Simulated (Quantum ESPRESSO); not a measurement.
# TaN in Quantum ESPRESSO: the effect of functional

The system is TaN.

```xyz
2
Lattice="0.0000 2.2113 2.2113 2.2113 0.0000 2.2113 2.2113 2.2113 0.0000" Properties=species:S:1:pos:R:3 pbc="T T T"
Ta    2.2113    2.2113    2.2113
N     0.0000    0.0000    0.0000
```

The cell comes from a database or a generator and needn't be the stable form of this composition.

Alike in all runs:

```yaml
Program: Quantum ESPRESSO 7.5
Task: band structure
Potentials_or_basis: SG15 PBE 1.2
Cutoff: 1197 eV
Density_cutoff: 4789 eV
k_mesh: 10 × 10 × 10
Occupations: fermi-dirac, width 0.05 eV
Spin: no spin polarisation
```

| functional | pressure (GPa) |
| --- | --- |
| LDA | ? |
| PBEsol | -11.5 |
| RPBE | 6.5 |
| AM05 | -12.6 |
| PW91 | -2.1 |
| revPBE | 4.4 |

Question: What does the run with functional LDA give?

Answer: Pressure -22.1 GPa.

Caveats: the potentials were made for another functional, which shifts forces and pressure.

Runs at the PBE level aren't shown here.
